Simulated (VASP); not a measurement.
# ZnS (Wurtzite-2H) (P6_3mc) in VASP: notebook, part 2 of 2

VASP 6.6.1.

**5. Relaxation of cell and atoms, PBE**

The input, INCAR:

```
PREC = Accurate ; ENCUT = 680
EDIFF = 1E-6 ; ISMEAR = -1
SIGMA = 0.05 ; LREAL = False
LASPH = True ; NELM = 80
ALGO = Fast ; ISIF = 3
LWAVE = False ; LCHARG = False
GGA = PE ; IBRION = 2
NSW = 60 ; EDIFFG = -0.01
```

The input, KPOINTS:

```
regular mesh
0
Gamma
  8 8 5
```

The input, POSCAR:

```
ZnS
1.0
    3.8110000000      0.0000000000      0.0000000000
   -1.9055000000      3.3004228138      0.0000000000
    0.0000000000      0.0000000000      6.2340000000
Zn S
2 2
Direct
    0.6666666667      0.3333333333      0.5000000000
    0.3333333333      0.6666666667      0.0000000000
    0.6666666667      0.3333333333      0.8850000000
    0.3333333333      0.6666666667      0.3850000000
```

Potentials or basis: VASP PAW PBE potentials, release 64 (Zn_sv_GW, S_GW).

The run is started by

```console
$ cat potpaw_PBE.64/Zn_sv_GW/POTCAR potpaw_PBE.64/S_GW/POTCAR > POTCAR
$ mpirun -np 1 vasp_std > vasp.out
```

OUTCAR:

```text
PREC = Accurate
   ENCUT = 680
   EDIFF = 1E-6
   ISMEAR = -1
   LREAL = False
   LASPH = True
   NELM = 80
   ISIF = 3
   GGA = PE
   IBRION = 2
   NSW = 60
   EDIFFG = -0.01

 ion  position               nearest neighbor table
   1  0.667  0.333  0.500-   4 2.31   4 2.31   4 2.31   3 2.40
   2  0.333  0.667  0.000-   3 2.31   3 2.31   3 2.31   4 2.40
   3  0.667  0.333  0.885-   2 2.31   2 2.31   2 2.31   1 2.40
   4  0.333  0.667  0.385-   1 2.31   1 2.31   1 2.31   2 2.40

  LATTYP: Found a hexagonal cell.
 ALAT       =     3.8110000000
 C/A-ratio  =     1.6357911309

  Lattice vectors:

 A1 = (   3.8110000000,   0.0000000000,   0.0000000000)
 A2 = (  -1.9055000000,   3.3004228138,   0.0000000000)
 A3 = (   0.0000000000,   0.0000000000,   6.2340000000)

Analysis of symmetry for initial positions (statically):
=====================================================================
 Subroutine PRICEL returns:
 Original cell was already a primitive cell.

 Routine SETGRP: Setting up the symmetry group for a
 hexagonal supercell.

 Subroutine GETGRP returns: Found 12 space group operations
 (whereof  6 operations were pure point group operations)
 out of a pool of 24 trial point group operations.

The static configuration has the point symmetry C_3v.
 The point group associated with its full space group is C_6v.

Analysis of symmetry for dynamics (positions and initial velocities):
=====================================================================
 Subroutine PRICEL returns:
 Original cell was already a primitive cell.

 Routine SETGRP: Setting up the symmetry group for a
 hexagonal supercell.

[... 149 lines left out ...]

 number of electron      51.9999978 magnetization

 Free energy of the ion-electron system (eV)
  ---------------------------------------------------
  ext. energy  EPLUGINS =         0.00000000
  ---------------------------------------------------
  free energy    TOTEN  =       -13.72337342 eV

  energy without entropy =      -13.72337342  energy(sigma->0) =      -13.72337342

------------------------ aborting loop because EDIFF is reached ----------------------------------------

  FORCE on cell =-STRESS in cart. coord.  units (eV):
  Direction    XX          YY          ZZ          XY          YZ          ZX
  --------------------------------------------------------------------------------------
  -------------------------------------------------------------------------------------
  Total        2.1906488      2.1906488      1.1584192      0.0000000      0.0000000     -0.0000000
  in kB       44.7618494     44.7618494     23.6701501      0.0000000      0.0000000     -0.0000000
  external PRESSURE =      37.7312829 kB  Pullay stress =       0.0000000 kB
[... 95 lines left out ...]
  FREE ENERGIE OF THE ION-ELECTRON SYSTEM (eV)
  ---------------------------------------------------
  free  energy   TOTEN  =       -13.7456648439 eV

  energy  without entropy=      -13.7456648439  energy(sigma->0) =      -13.74566484

[... ionic steps 4 to 9 ...]

--------------------------------------- Ionic step       10  -------------------------------------------

 number of electron      51.9999969 magnetization

------------------------ aborting loop because EDIFF is reached ----------------------------------------
[... 71 lines left out ...]
--------------------------------------- Ionic step       12  -------------------------------------------

 number of electron      51.9999961 magnetization

 Free energy of the ion-electron system (eV)
  ---------------------------------------------------
  ext. energy  EPLUGINS =         0.00000000
  ---------------------------------------------------
  free energy    TOTEN  =       -13.75647375 eV

  energy without entropy =      -13.75647375  energy(sigma->0) =      -13.75647375

 E-fermi :   4.0707     XC(G=0):  -9.7429

 val. band max:        3.0644828485   @ k =   0.0000   0.0000   0.0000
 cond. band min:       5.1642692189   @ k =   0.0000   0.0000   0.0000
 fundamental gap:      2.0997863704
 Fermi energy:         4.0706723047

 k-point     1 :       0.0000    0.0000    0.0000
  band No.  band energies     occupation
      1    -121.7758      2.00000
      2    -121.7756      2.00000
      3     -75.9503      2.00000
      4     -75.9501      2.00000
      5     -75.9501      2.00000
      6     -75.9501      2.00000
[... 805 lines left out ...]
     30       8.7998      0.00000
     31      70.7439      0.00000

 [... further k-points ...]

------------------------ aborting loop because EDIFF is reached ----------------------------------------

  FORCE on cell =-STRESS in cart. coord.  units (eV):
  Direction    XX          YY          ZZ          XY          YZ          ZX
  --------------------------------------------------------------------------------------
  -------------------------------------------------------------------------------------
  Total       -0.0370545     -0.0370545     -0.0282269      0.0000000     -0.0000000      0.0000000
  in kB       -0.7392493     -0.7392493     -0.5631373      0.0000000     -0.0000000      0.0000000
  external PRESSURE =      -0.6805453 kB  Pullay stress =       0.0000000 kB
[... 19 lines left out ...]
  FREE ENERGIE OF THE ION-ELECTRON SYSTEM (eV)
  ---------------------------------------------------
  free  energy   TOTEN  =       -13.7564737522 eV

  energy  without entropy=      -13.7564737521  energy(sigma->0) =      -13.75647375

 reached required accuracy - stopping structural energy minimisation
```

OSZICAR:

```text
N       E                     dE             d eps       ncg     rms          rms(c)
DAV:   1     0.854177769989E+03    0.85418E+03   -0.35600E+04  2927   0.963E+03
DAV:   2     0.741280143656E+02   -0.78005E+03   -0.76031E+03  3536   0.178E+03
[... 276 lines left out ...]
RMM:  22    -0.137564742712E+02   -0.77582E-06   -0.15831E-05  2573   0.141E-01    0.165E-02
RMM:  23    -0.137564730868E+02    0.11844E-05   -0.47770E-06  1990   0.146E-01    0.121E-02
RMM:  24    -0.137564734506E+02   -0.36384E-06   -0.22333E-05  2773   0.192E-01    0.866E-03
RMM:  25    -0.137564758473E+02   -0.23967E-05   -0.13347E-05  2111   0.980E-02    0.110E-02
RMM:  26    -0.137564733753E+02    0.24720E-05   -0.35956E-06  1862   0.111E-01    0.929E-03
RMM:  27    -0.137564737522E+02   -0.37687E-06   -0.57721E-06  2008   0.117E-01
  12 F= -.13756474E+02 E0= -.13756474E+02  d E =-.133364E-02
```

It took 22 min on 1 thread of AMD EPYC 9R45 (Zen 5), shared host; peak memory 0.31 GiB.

What came out:

| Item | Value |
| --- | --- |
| Free energy | -13.7565 eV |
| Relaxed volume | 20.08 Å³/atom |
| Relaxed cell | a = 3.838 Å, b = 3.838 Å, c = 6.295 Å, α = 90.00°, β = 90.00°, γ = 120.00° |
| Space group after relaxing (to 0.05 Å) | P6_3mc (No. 186) |
| Energy gained by relaxing | 8.3 meV/atom |
| Ionic steps | 12 |
| Pressure after relaxing | -0.1 GPa |
| Largest force after relaxing | 0.005 eV/Å |
| Band gap on the k mesh | 2.10 eV, direct |

Forces on the atoms (eV/Å):
```
Zn   0.000  0.000  0.005
Zn   0.000  0.000  0.005
S    0.000  0.000 -0.005
S    0.000  0.000 -0.005
```

The path:
```tsv
step	energy change (eV)	largest force (eV/Å)	pressure (GPa)	volume (Å³)
1	0.0000	0.3233	3.77	78.41
2	0.0022	0.0707	-2.16	83.76
3	-0.0223	0.2098	-0.48	80.57
4	-0.0287	0.0912	0.84	80.32
5	-0.0291	0.0809	0.31	80.29
6	-0.0294	0.0653	-0.31	80.22
7	-0.0287	0.0208	0.00	80.10
8	-0.0293	0.0395	-0.10	80.19
9	-0.0315	0.0112	0.69	79.95
10	-0.0318	0.0107	0.97	79.78
11	-0.0318	0.0069	0.66	79.84
12	-0.0331	0.0052	-0.07	80.31
```

Final structure:
```yaml
crystal:
  lattice:
    - [3.83800, 0.00000, 0.00000]
    - [-1.91900, 3.32380, 0.00000]
    - [0.00000, 0.00000, 6.29535]
  atoms:
    - { symbol: Zn, position: [0.66667, 0.33333, 0.50532] }
    - { symbol: Zn, position: [0.33333, 0.66667, 0.00532] }
    - { symbol: S, position: [0.66667, 0.33333, 0.87968] }
    - { symbol: S, position: [0.33333, 0.66667, 0.37968] }
```

A hybrid or GW would open this gap; PBE tends to underestimate it. Zero-point motion and thermal expansion aren't in these numbers.

**6. For comparison**

An earlier run on the cell as given: functional PBEsol; potentials or basis VASP PAW PBE potentials, release 64 (Zn, S); cutoff 520 eV; k mesh 8 × 8 × 5; occupations fermi-dirac, width 0.05 eV; no spin polarisation.

- Pressure: -1.1 GPa
- Largest force: 0.309 eV/Å
- Band gap on the k mesh: 2.12 eV, direct

**7. The runs side by side**

| task | level | potentials or basis | cell | cutoff (eV) | smearing | ladder | gap on the mesh (eV) | pressure (GPa) | relaxed volume (Å³/atom) | largest force (eV/Å) |
| --- | --- | --- | --- | --- | --- | --- | --- | --- | --- | --- |
| single point | PBE | VASP PAW PBE potentials, release 64 (Zn, S) | as given | 520 | gaussian 0.029 eV | - | 2.25 | 2.5 | - | 0.32 |
| relaxation of cell and atoms | PBE | VASP PAW PBE potentials, release 64 (Zn, S) | relaxed | 580 | fermi-dirac 0.05 eV | - | 2.08 | 0.1 | 20.20 | 0.01 |
| relaxation of cell and atoms | PBE | VASP PAW PBE potentials, release 64 (Zn, S) | relaxed | 600 | fermi-dirac 0.05 eV | - | 2.07 | 0.0 | 20.23 | - |
| relaxation of cell and atoms | PBE | VASP PAW PBE potentials, release 64 (Zn_sv_GW, S_GW) | relaxed | 680 | fermi-dirac 0.05 eV | - | 2.10 | -0.1 | 20.08 | 0.01 |
| single point | PBEsol | VASP PAW PBE potentials, release 64 (Zn, S) | as given | 520 | fermi-dirac 0.05 eV | free | 2.12 | -1.1 | - | 0.31 |

Alike in all rows: no spin polarisation; k mesh 8 × 8 × 5.

Caveats: the PAW data sets were made with another functional, which shifts forces and pressure a little (some runs).

Total energies depend on the potentials used, so only differences within one code and one set of settings carry meaning.

**8. Comparison with measurements**

Step 2. Measured gap of ZnS: 3.911 eV (direct; 4 K; a printed reference work, monograph). This calculation gives 2.25 eV (-1.66 eV). The value is that of PBE, without temperature or zero-point motion. Semilocal functionals fall short of measured gaps as a rule.
